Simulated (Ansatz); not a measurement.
## How settings move the results for C

```
C
1.0
     0.00000    2.12700    3.34800
     1.22800    0.00000    3.34800
     1.22800    2.12700    0.00000
C
2
Direct
  0.16667 0.83333 0.16667
  0.83333 0.16667 0.83333
```

Atoms are numbered in the order listed.

The cell is COD entry 9000046, as deposited and not checked against the literature; nothing was relaxed.

These are results of Ansatz 0.2.0, DFT, PBE, all-electron LAPW, scalar-relativistic, not measurements.

Settings: a Γ-centred 18×18×18 k mesh, Fermi–Dirac smearing of 0.05 eV, basis error target 0.25 meV/atom, no spin polarisation. One setting is then changed at a time.

```csv
k mesh,free energy less the base's (meV/atom),P (GPa),cutoff chosen (eV)
18×18×18 (base),0.0,4.53,626
5×5×5,?,4.65,626
9×9×9,?,4.53,626
14×14×14,-0.2,4.53,626
```

**Question.** Give the missing entry: row "9×9×9", column "free energy less the base's (meV/atom)".

**Answer.** 3.1.

**Question.** What belongs in the row "5×5×5", column "free energy less the base's (meV/atom)"?

**Answer.** 9.9.
